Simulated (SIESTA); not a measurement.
Crystal: Ti.

```
CELL_PARAMETERS angstrom
2.95000 0.00000 0.00000
-1.47500 2.55477 0.00000
0.00000 0.00000 4.68000
ATOMIC_POSITIONS crystal
Ti 0.66667 0.33333 0.75000
Ti 0.33333 0.66667 0.25000
```

```yaml
Program: SIESTA 5.4.2
Task: single point
Functional: PBE
Potentials_or_basis: PseudoDojo 0.4 standard (PBE files)
Basis: DZP (energy shift 0.002 Ry)
Grid_cutoff: 800 Ry
Energy_shift: 0.002 Ry
k_mesh: 10 × 10 × 6
Occupations: fermi-dirac, width 0.05 eV
Spin: no spin polarisation
```

On this cell: pressure -1.5 GPa; largest force under 0.003 eV/Å; band gap on the k mesh none (metal or under the smearing width).

The same run follows on a disturbed copy (atoms moved at random, drawn with an rms of 0.05 Å):

```
Ti
1.0
     2.95000    0.00000    0.00000
    -1.47500    2.55477    0.00000
     0.00000    0.00000    4.68000
Ti
2
Direct
  0.68616 0.32688 0.74849
  0.33797 0.67291 0.24873
```

Task: What does the disturbed cell give?

Result: The energy (extrapolated to zero smearing) moves by +2.1 meV/atom; pressure -1.5 GPa; largest force 0.110 eV/Å; band gap on the k mesh none (metal or under the smearing width).

Forces on the atoms (eV/Å):
```
Ti  -0.097  0.049  0.004
Ti   0.098 -0.049 -0.004
```

Stress tensor (GPa, compression positive):
```
-1.96  0.78  0.00
 0.78 -1.16  0.00
 0.00  0.00 -1.30
```

Caveats: semicore shells carry a single zeta, which can move pressures by several GPa and volumes by a few percent; the basis of atomic orbitals isn't converged, which shifts pressures, moduli and gaps.
